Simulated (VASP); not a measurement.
## CdS: single point with PBEsol

CdS:

```
Cd S
1.0
     0.00000    2.91784    2.91784
     2.91784    0.00000    2.91784
     2.91784    2.91784    0.00000
Cd S
1 1
Direct
  0.00000 0.00000 0.00000
  0.75000 0.75000 0.75000
```

The cell is a database's computed one.

- Program: VASP 6.6.1
- Task: single point
- Functional: PBEsol
- Potentials or basis: VASP PAW PBE potentials, release 64 (Cd, S)
- Cutoff: 700 eV
- k mesh: 8 × 8 × 8
- Occupations: gaussian, width 0.02 eV
- Spin: no spin polarisation
- Further INCAR settings: ALGO = Fast; EDIFF = 1e-06; NBANDS = 16

```yaml
Pressure: 0.1 GPa
Band_gap_on_the_k_mesh: 1.01 eV, direct
```

Levels at points of the mesh, in eV from the valence-band top:
| k point | band 6 | band 7 | band 8 | band 9 | band 10 | band 11 | band 12 | band 13 |
| --- | --- | --- | --- | --- | --- | --- | --- | --- |
| (0.00, 0.00, 0.00) | -7.24 | 0.00 | 0.00 | 0.00 | 1.01 | 6.45 | 6.45 | 6.45 |
| (0.50, 0.00, 0.00) | -6.86 | -4.47 | -0.76 | -0.76 | 2.89 | 6.91 | 6.91 | 7.32 |
| (0.50, 0.50, 0.00) | -6.80 | -4.01 | -1.91 | -1.91 | 3.39 | 4.25 | 9.07 | 10.66 |

It took 36 s on 1 thread of Intel(R) Xeon(R) Platinum 8175M CPU @ 2.50GHz (Skylake/Cascade Lake) (shared host), peak memory 0.22 GiB.

Caveat: the PAW data sets were made with another functional, which shifts forces and pressure a little. As with any semilocal functional, this PBEsol gap is likely too small.
